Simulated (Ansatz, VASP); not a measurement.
## One calculation of Ge, two programs

```
CELL_PARAMETERS angstrom
0.00000 2.83711 2.83711
2.83711 0.00000 2.83711
2.83711 2.83711 0.00000
ATOMIC_POSITIONS crystal
Ge 0.87500 0.87500 0.87500
Ge 0.12500 0.12500 0.12500
```

Alike in both runs: functional r2SCAN; k mesh 10 × 10 × 10; occupations fermi-dirac, width 0.02 eV; no spin polarisation.

Ansatz relaxed the structure, and its values are those at the end. VASP's run is a single point on that final structure, the one shown.

|  | VASP | Ansatz |
| --- | --- | --- |
| version | VASP 6.6.1 | Ansatz 0.2.0 |
| potentials or method | VASP PAW PBE potentials, release 64 (Ge_d) | PAW with Ansatz's default frozen-core files, scalar-relativistic |
| plane-wave cutoff (eV) | 520 | 500 |
| valence electrons in the cell | 28 | 28 |

Ansatz gave:

- pressure (GPa): 0.0

Task: Estimate VASP's values.

Result: Pressure (GPa): 0.1.

The functional is the same, so the differences come from potentials, cutoffs and numerics.

Caveats: the PAW data sets were made with another functional, which shifts forces and pressure a little (VASP).
